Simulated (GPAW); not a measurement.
Crystal: AgCl (Chlorargyrite).

```xyz
2
Lattice="0.0000 2.7350 2.7350 2.7350 0.0000 2.7350 2.7350 2.7350 0.0000" Properties=species:S:1:pos:R:3 pbc="T T T"
Ag    0.0000    0.0000    0.0000
Cl    2.7350    2.7350    2.7350
```

Base run:

```yaml
Program: GPAW 26.7.0
Functional: PBEsol
Potentials_or_basis: PAW data sets generated in the run's folder for this functional
Cutoff: 600 eV
Basis: pw
k_mesh: 8 × 8 × 8
Occupations: fermi-dirac, width 0.05 eV
Spin: no spin polarisation
Hubbard_terms: Ag d U = 1 eV
```

Its results: band gap on the k mesh 0.93 eV, indirect (least direct gap 3.28 eV); pressure -0.4 GPa.

Task: The run is repeated on the same cell with these changes: hubbard terms from Ag d U = 1 eV to Ag d U = 6 eV. What comes out?

Result: Band gap on the k mesh 1.91 eV, indirect (least direct gap 3.48 eV); pressure 0.5 GPa.
